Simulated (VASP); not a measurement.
# HfO₂ in VASP 6.6.1, single-point calculation

INCAR

```
IBRION = -1
PREC = Accurate
NSW = 0
NELM = 83
LREAL = .FALSE.
LCHARG = .FALSE.
ENCUT = 520
ISIF = 2
SIGMA = 0.005
ISPIN = 2
MAGMOM = -1 -1 1
EDIFF = 1E-7
LASPH = .TRUE.
LWAVE = .FALSE.
ISMEAR = 2
GGA = PE
NBANDS = 18
```

KPOINTS

```
KPOINTS created by Atomic Simulation Environment
0
Gamma
8 8 8
0 0 0
```

POSCAR

```
Hf O
 1.0000000000000000
     0.1162999300000000    2.5696067797000000    2.5696067797000000
     2.5696067797000000    0.1162999300000000    2.5696067797000000
     2.5696067797000000    2.5696067797000000    0.1162999300000000
 Hf  O
   1   2
Cartesian
 -0.0000000000000000 -0.0000000000000000  0.0000000000000000
  1.2992172919929719  1.2992172919929721  1.2992172919929721
  3.9562961974070281  3.9562961974070285  3.9562961974070290
```

The recommended PBE PAW datasets give the neutral cell 22 valence electrons.

Command

```
mpirun -np 1 vasp_std
```

OSZICAR

```
N       E                     dE             d eps       ncg     rms          rms(c)
DAV:   1     0.921800826942E+02    0.92180E+02   -0.12331E+04  4680   0.118E+03
DAV:   2    -0.310986037048E+02   -0.12328E+03   -0.11976E+03  6024   0.289E+02
DAV:   3    -0.350366378734E+02   -0.39380E+01   -0.39228E+01  5412   0.460E+01
DAV:   4    -0.350587443256E+02   -0.22106E-01   -0.22101E-01  5686   0.382E+00
DAV:   5    -0.350588826810E+02   -0.13836E-03   -0.13835E-03  5288   0.281E-01    0.524E+01
DAV:   6    -0.302474376673E+02    0.48114E+01   -0.18357E+01  4776   0.339E+01    0.436E+01
DAV:   7    -0.302024211900E+02    0.45016E-01   -0.73962E-01  5304   0.700E+00    0.297E+01
DAV:   8    -0.301889524407E+02    0.13469E-01   -0.35277E-01  5046   0.514E+00    0.924E+00
DAV:   9    -0.301795204259E+02    0.94320E-02   -0.10271E-01  4996   0.243E+00    0.141E+00
DAV:  10    -0.301756549294E+02    0.38655E-02   -0.59054E-03  5292   0.609E-01    0.902E-01
DAV:  11    -0.301758712184E+02   -0.21629E-03   -0.72322E-04  5196   0.212E-01    0.435E-01
DAV:  12    -0.301759411626E+02   -0.69944E-04   -0.87535E-05  5342   0.793E-02    0.861E-02
DAV:  13    -0.301759656824E+02   -0.24520E-04   -0.15502E-05  5088   0.316E-02    0.460E-02
DAV:  14    -0.301759728503E+02   -0.71679E-05   -0.55891E-06  5050   0.167E-02    0.346E-02
DAV:  15    -0.301759733493E+02   -0.49902E-06   -0.12102E-06  5106   0.751E-03    0.606E-03
DAV:  16    -0.301759734095E+02   -0.60146E-07   -0.14450E-07  4912   0.275E-03
   1 F= -.30175973E+02 E0= -.30175973E+02  d E =-.139698E-52  mag=    -0.0000
```

It converged. Results: pressure 9.0 GPa; magnetic moment of the cell 0.00 μB.

For comparison, a separate PBE run of the intended cell, on usual settings and not on those above, gives a gap of 3.90 eV on its mesh and a pressure of 8.9 GPa.

The run above took about 63 s on one core of a shared host (Intel Xeon Platinum 8488C) and held 0.21 GiB at most.
